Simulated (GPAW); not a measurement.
FePt (Tetraferroplatinum):

```
Pt Fe
1.0
     2.72350    0.00000    0.00000
     0.00000    2.72350    0.00000
     0.00000    0.00000    3.72000
Pt Fe
1 1
Direct
  0.50000 0.50000 0.50000
  0.00000 0.00000 0.00000
```

Base run:

* Program: GPAW 26.7.0
* Functional: PBE
* Potentials or basis: GPAW PAW data sets (gpaw-data 1.2.1)
* Cutoff: 600 eV
* Basis: pw
* k mesh: 7 × 7 × 5
* Occupations: fermi-dirac, width 0.05 eV
* Spin: collinear spin, ferromagnetic start
* Starting moments: [0.0, 3.0] μB
* Hubbard terms: Fe d U = 1 eV

Its results: band gap on the k mesh none (metal or under the smearing width); pressure 7.1 GPa; net moment 3.43 μB per cell; site moments Pt +0.35; Fe +3.09 μB.

The run is repeated on the same cell with these changes: hubbard terms from Fe d U = 1 eV to Fe d U = 8 eV. What comes out?

Band gap on the k mesh none (metal or under the smearing width); pressure 23.2 GPa; net moment 4.16 μB per cell; site moments Pt +0.30; Fe +3.94 μB.

Caveats: the U is typed as a test and isn't derived for this compound.
